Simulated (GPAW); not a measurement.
Input of a GPAW 26.7.0 run:

The input Pb.xyz:

```xyz
2
Lattice="0.0000000000 3.4390000555 3.4390000555 3.4390000555 0.0000000000 3.4390000555 3.4390000555 3.4390000555 0.0000000000" Properties=species:S:1:pos:R:3 pbc="T T T"
Pb     1.7195000278      1.7195000278      1.7195000278
Pb     0.0000000000      0.0000000000      0.0000000000
```

Potentials or basis: GPAW PAW data sets (gpaw-data 1.2.1), pw.

Launch:

```sh
$ OMP_NUM_THREADS=1 gpaw run Pb.xyz -p 'mode=PW(600),xc=PBE,kpts={size:(7,7,7),gamma:True},occupations={name:fermi-dirac,width:0.05},nbands=24,convergence={density:1e-05,energy:1e-05},maxiter=150,txt=gpaw.txt' --properties efs -w gs.gpw
```

Question: Estimate the band gap on the k mesh.

Answer: None (metal or under the smearing width).

Question: What does it give for the pressure?

Answer: 2.1 GPa.

Spin-orbit coupling is left out, which matters for the levels of Pb.
